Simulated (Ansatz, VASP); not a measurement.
**One calculation of Se, two programs**

```
Se
1.0
     3.95346    0.00000    0.00000
    -1.97673    3.42380    0.00000
     0.00000    0.00000    5.12053
Se
3
Direct
  0.25435 0.00000 0.33333
  0.00000 0.25435 0.66667
  0.74565 0.74565 0.00000
```

Alike in both runs: task single point; functional LDA; k mesh 9 × 9 × 6; occupations methfessel-paxton of order 1, width 0.2 eV; no spin polarisation.

```csv
,VASP,Ansatz
version,VASP 6.6.1,Ansatz 0.2.0
potentials or method,"VASP PAW LDA potentials, release 64 (Se)","plane waves (420 eV) with PAW, scalar-relativistic"
plane-wave cutoff (eV),520,420
valence electrons in the cell,18,48
```

VASP gave:

```
pressure (GPa)                                  : 0.2
largest component of the traceless stress (GPa) : 0.10
```

Q: Estimate Ansatz's values.

A: Pressure (GPa): 0.0; largest component of the traceless stress (GPa): 0.00.

The two sets of potentials don't hold the same shells in valence. Ansatz warned: «pseudo_functional_mismatch».
